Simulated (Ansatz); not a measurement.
# Li (Im-3m) in Ansatz: convergence with smearing width

Aim: find how far smearing width must go before the results for Li settle, at LDA. This setting moves, with any that are tied to it; all else stays.

All numbers are computed with Ansatz 0.2.0; they aren't measurements. Logs are shortened: lines on timing, memory, paths and dates and some standing lists are left out, and cuts for length are marked.

**1. The structure**

It takes space group Im-3m (No. 229, cubic). Conventional cell: a = 3.509 Å, b = 3.509 Å, c = 3.509 Å, α = 90.00°, β = 90.00°, γ = 90.00°. Li (site symmetry m-3m) has 8 Li at 3.04 Å as nearest neighbours.

**2. With smearing width 0.3 eV**

File input.yaml:

```yaml
crystal:
  lattice:
    - [-1.75465, 1.75465, 1.75465]
    - [1.75465, -1.75465, 1.75465]
    - [1.75465, 1.75465, -1.75465]
  atoms:
    - { symbol: Li, position: [0.0, 0.0, 0.0] }
hamiltonian:
  xc: lda
  pseudopotentials: { kind: paw, source: jth, xc_functional: pbe }
kpoints:
  mp_grid: { grid: [9, 9, 9] }
scf:
  occupations: { method: fermi_dirac, width: 0.3 }
output:
  forces: true
  stress: true
  eigenvalues: true
```

Potentials or basis: JTH PAW.

Command:

```bash
$ ansatz run input.yaml --threads 2 --pin off --max-ram 5632MiB --backend cpu --events-out ev --progress --plain --runs-dir out
```

Run time: 1.2 s. Hardware: 2 threads of Intel Xeon at 2.50GHz (Skylake/Cascade Lake), shared host; peak memory 0.29 GiB.

Results:

| Quantity | Value |
| --- | --- |
| Free energy | -201.6971 eV |
| Pressure | -1.4 GPa |
| Band gap on the k mesh | none (metal or under the smearing width) |

**3. With smearing width 0.2 eV**

input.yaml, as its differences from that of step 2:

```diff
@@ -13,3 +13,3 @@
 scf:
-  occupations: { method: fermi_dirac, width: 0.3 }
+  occupations: { method: fermi_dirac, width: 0.2 }
 output:
```

Potentials or basis: JTH PAW.

Command:

```bash
$ ansatz run input.yaml --threads 2 --pin off --max-ram 5632MiB --backend cpu --events-out ev --progress --plain --runs-dir out
```

Wall time 1.2 s (2 threads of Intel Xeon at 2.50GHz (Skylake/Cascade Lake), shared host); peak memory 0.29 GiB.

Results:

```
Free energy            : -201.6588 eV
Pressure               : -1.5 GPa
Band gap on the k mesh : none (metal or under the smearing width)
```

**4. With smearing width 0.15 eV**

input.yaml, as its differences from that of step 3:

```diff
@@ -13,3 +13,3 @@
 scf:
-  occupations: { method: fermi_dirac, width: 0.2 }
+  occupations: { method: fermi_dirac, width: 0.15 }
 output:
```

Command:

```bash
$ ansatz run input.yaml --threads 2 --pin off --max-ram 5632MiB --backend cpu --events-out ev --progress --plain --runs-dir out
```

Run time: 1.3 s. Hardware: 2 threads of Intel Xeon at 2.50GHz (Skylake/Cascade Lake), shared host; peak memory 0.29 GiB.

What came out:

| Property | Result |
| --- | --- |
| Free energy | -201.6454 eV |
| Pressure | -1.5 GPa |
| Band gap on the k mesh | none (metal or under the smearing width) |

**5. With smearing width 0.1 eV**

input.yaml, as its differences from that of step 4:

```diff
@@ -13,3 +13,3 @@
 scf:
-  occupations: { method: fermi_dirac, width: 0.15 }
+  occupations: { method: fermi_dirac, width: 0.1 }
 output:
```

Command:

```bash
$ ansatz run input.yaml --threads 2 --pin off --max-ram 5632MiB --backend cpu --events-out ev --progress --plain --runs-dir out
```

Wall time 1.2 s (2 threads of Intel Xeon at 2.50GHz (Skylake/Cascade Lake), shared host); peak memory 0.29 GiB.

What came out:

```yaml
Free_energy: -201.6360 eV
Pressure: -1.5 GPa
Band_gap_on_the_k_mesh: none (metal or under the smearing width)
```

**6. With smearing width 0.05 eV**

input.yaml, as its differences from that of step 5:

```diff
@@ -13,3 +13,3 @@
 scf:
-  occupations: { method: fermi_dirac, width: 0.1 }
+  occupations: { method: fermi_dirac, width: 0.05 }
 output:
```

Potentials or basis: JTH PAW.

Command:

```bash
$ ansatz run input.yaml --threads 2 --pin off --max-ram 5632MiB --backend cpu --events-out ev --progress --plain --runs-dir out
```

Wall time 1.1 s (2 threads of Intel Xeon at 2.50GHz (Skylake/Cascade Lake), shared host); peak memory 0.29 GiB.

It converged, with:

| Quantity | Value |
| --- | --- |
| Free energy | -201.6297 eV |
| Pressure | -1.5 GPa |
| Band gap on the k mesh | none (metal or under the smearing width) |

**7. With smearing width 0.025 eV**

input.yaml, as its differences from that of step 6:

```diff
@@ -13,3 +13,3 @@
 scf:
-  occupations: { method: fermi_dirac, width: 0.05 }
+  occupations: { method: fermi_dirac, width: 0.025 }
 output:
```

Command:

```bash
$ ansatz run input.yaml --threads 2 --pin off --max-ram 5632MiB --backend cpu --events-out ev --progress --plain --runs-dir out
```

Run time: 1.3 s. Hardware: 2 threads of Intel Xeon at 2.50GHz (Skylake/Cascade Lake), shared host; peak memory 0.29 GiB.

Results (log left out):

```
Free energy            : -201.6272 eV
Pressure               : -1.5 GPa
Band gap on the k mesh : none (metal or under the smearing width)
```

**8. With smearing width 0.01 eV**

input.yaml, as its differences from that of step 7:

```diff
@@ -13,3 +13,3 @@
 scf:
-  occupations: { method: fermi_dirac, width: 0.025 }
+  occupations: { method: fermi_dirac, width: 0.01 }
 output:
```

Command:

```bash
$ ansatz run input.yaml --threads 2 --pin off --max-ram 5632MiB --backend cpu --events-out ev --progress --plain --runs-dir out
```

Run time: 1.4 s. Hardware: 2 threads of Intel Xeon at 2.50GHz (Skylake/Cascade Lake), shared host; peak memory 0.29 GiB.

It converged, with:

```
Free energy            : -201.6258 eV
Pressure               : -1.5 GPa
Band gap on the k mesh : none (metal or under the smearing width)
```

**9. With smearing width 0.005 eV**

input.yaml, as its differences from that of step 8:

```diff
@@ -13,3 +13,3 @@
 scf:
-  occupations: { method: fermi_dirac, width: 0.01 }
+  occupations: { method: fermi_dirac, width: 0.005 }
 output:
```

Potentials or basis: JTH PAW.

Command:

```bash
$ ansatz run input.yaml --threads 2 --pin off --max-ram 5632MiB --backend cpu --events-out ev --progress --plain --runs-dir out
```

Log:

```text
Warning: the checks of this Li dataset prove no rule for summing its radial tables, as where they were carried onto another mesh than they were made on, and Gregory's rule is taken, under which a leading mesh point left out moves its sums only by what lay on the interval it spanned. That does not make them correct, and they differ from Quantum ESPRESSO's on this file; a re-export a fraction of a mesh step off can move them. hamiltonian.pseudopotentials.radial_quadrature: simpson_from_first_knot sums it by `pw.x`'s rule; on a PAW file no value gives `pw.x`'s numbers. What more to know: hamiltonian.pseudopotentials.radial_quadrature, in the input reference
Warning: RAYON_NUM_THREADS=2 ignored (pool sized by the plan → 2); use --threads N
Engine: ansatz 0.2.0, x86_64-unknown-linux-gnu
Pseudopotentials: kind: paw
Pseudopotential: Li, paw, valence charge 3, recommended cutoff 1170 eV (normal), Li.paw.azcp
Functional definition: SPW92
  exchange = slater_x
  correlation = pw_c
Crystal: 1 atoms, lattice volume = 21.609 Å³
Basis set: ecut = 1170 eV, 1961 PW (Γ)
Bands: 6, of which v1, the nominal top of the filled ones, is band 2 counted from 1 (1 counted from 0)
Symmetry: 48 space group operations
Space group: Im-3m (ITA 229), of the structure as read, at distance tolerance 2.8e-5 Å
k-points: 35 of 729
Non-local potential: Li, projectors of the file, l = 0: 3, l = 1: 2
PAW form: soft (Blöchl's): semilocal exchange-correlation on the pseudo side does not see the compensation charge
PAW one-centre angular grid: Li, 110 points (default); XC on 64 Gauss nodes
Initial density: superposition of atomic densities (chi_scale 0.1, normalization cell)
Initial wavefunctions: pseudopotential atomic-orbital guess
Functional: x = slater, c = lda
SCF iter   1: F=—  HF=-202.103495 eV  |F-HF|=—  |Δ(HF+E_count)|=         —  Δρ=2.02e-2  dr2=2.82e-2  ethr=3.10e-3  ⟨swp⟩=3.9  Hψ=1691  notcnv=0
preconditioner: auto → none  [insulator: Δε(μ)=0.226 eV  Ē_g=10.164 eV  σ=0.005 eV  W_gap=0.66  n_scr=0 (ndim 8)  ℏωp=8.0 eV  f_vac=0.000  D(μ)=5.94/eV (n_scr^D=134)  ε∞_Penn≈1.6]
SCF iter   2: F=—  HF=-201.698086 eV  |F-HF|=—  |Δ(HF+E_count)|=   4.05e-1  Δρ=2.04e-3  dr2=6.46e-4  ethr=9.41e-4  ⟨swp⟩=2.0  Hψ=676  notcnv=0  defer=17
SCF iter   3: F=—  HF=-201.625561 eV  |F-HF|=—  |Δ(HF+E_count)|=   7.25e-2  Δρ=2.64e-3  dr2=3.67e-4  ethr=2.15e-5  ⟨swp⟩=3.6  Hψ=478  notcnv=0  defer=17
SCF iter   4: F=—  HF=-201.625393 eV  |F-HF|=—  |Δ(HF+E_count)|=   1.68e-4  Δρ=1.43e-4  dr2=1.14e-6  ethr=1.22e-5  ⟨swp⟩=2.0  Hψ=325  notcnv=0  defer=17
SCF iter   5: F=—  HF=-201.625390 eV  |F-HF|=—  |Δ(HF+E_count)|=   3.63e-6  Δρ=5.22e-6  dr2=3.81e-9  ethr=3.33e-9  ⟨swp⟩=6.1  Hψ=1179  notcnv=0
SCF iter   6: F=-201.625390 eV  HF=-201.625390 eV  |F-HF|=1.78e-11  |Δ(HF+E_count)|=   2.80e-9  Δρ=5.09e-7  dr2=4.94e-11  ethr=1.27e-10  ⟨swp⟩=1.6  Hψ=541  notcnv=0
SCF 1 converged in 6 iterations: F = -201.625390 eV  dr2 = 4.94e-11
SCF converged after 6 iterations
Free energy (F): -201.625390 eV
Harris-Foulkes:  -201.625390 eV  (|F-HF|=1.78e-11)
Internal energy: -201.624963 eV  (E = F + TS)
E sigma→0 (E₀):  -201.625177 eV
Entropy (-TS):   -0.000426 eV (-0.426 meV/atom)
Fermi energy:    0.644939 eV
--- Per-component energies (eV) ---
  E_band       = -90.649679
  E_kinetic    = 41.729640
  E_local      = -91.848677  (includes V_loc(G=0)·N_el)
  E_nonlocal   = -95.719985
  E_hartree    = 41.134128
  E_xc         = -15.991291
  E_vxc        = -20.884267  (∫ρ·V_xc dr)
  E_paw        = -13.731184  (= ΣΔE_a)
  E_vpaw       = -6.194596  (= ΣTr[D̂ρ^β])
  E_aug_tail   = 0.000001  (compensation charges beyond the density's cutoff)
  E_ewald      = -67.197595
  E_smearing   = -0.000426  (= −TS)
  E_closure    = -0.000000  (closes the sum)
  Σ components = -201.625390   (vs F -201.625390, Δ=0.00e0)
--- Forces (eV/Å), atoms counted from 1 ---
  atom   1  Li     0.00000000     0.00000000    -0.00000000
  max |Σ_I F_I| component: 1.49e-32 eV/Å
--- Stress (GPa, compression-positive) ---
       -1.552071      -0.000000      -0.000000
       -0.000000      -1.552071       0.000000
       -0.000000      -0.000000      -1.552071
  P = ⅓ Tr σ = -1.5521 GPa (-15.521 kbar)
--- Band table (eV; the first three rows and the last of 35) ---
  k-point 0: bands = ["-45.0249", "-2.7261", "14.3921", "14.3921", "14.3921", "19.3702"]
  k-point 1: bands = ["-45.0229", "-2.5012", "12.9991", "13.5022", "14.0484", "17.3687"]
  k-point 2: bands = ["-45.0180", "-1.8265", "9.8046", "12.1117", "13.2269", "15.7529"]
  k-point 34: bands = ["-44.9973", "4.6928", "6.0554", "6.0554", "8.4414", "9.7018"]
```

Run time: 1.5 s. Hardware: 2 threads of Intel Xeon at 2.50GHz (Skylake/Cascade Lake), shared host; peak memory 0.29 GiB.

What came out:

- Free energy: -201.6254 eV
- Pressure: -1.6 GPa
- Band gap on the k mesh: none (metal or under the smearing width)

**10. Summary**

```csv
smearing width,"energy less the tightest run, at zero smearing (meV/atom)",pressure (GPa),SCF cycles,CPU time (s),peak memory (GiB)
0.3 eV,-3.42,-1.39,6,1.9,0.29
0.2 eV,-2.96,-1.49,6,2.1,0.29
0.15 eV,-3.22,-1.52,6,2.2,0.29
0.1 eV,-3.06,-1.53,6,2.1,0.29
0.05 eV,-1.91,-1.54,6,1.9,0.29
0.025 eV,-0.85,-1.54,6,2.2,0.29
0.01 eV,-0.20,-1.55,6,2.2,0.29
0.005 eV,0.00,-1.55,6,2.3,0.29
```

Against the tightest run, the energy stays within 1 meV/atom from 0.025 eV on; the pressure stays within 0.1 GPa from 0.2 eV on. Narrower smearing needs a denser k mesh, so at a fixed mesh the narrowest width isn't the most accurate. The tightest run that finished is the yardstick and may itself not be fully converged.
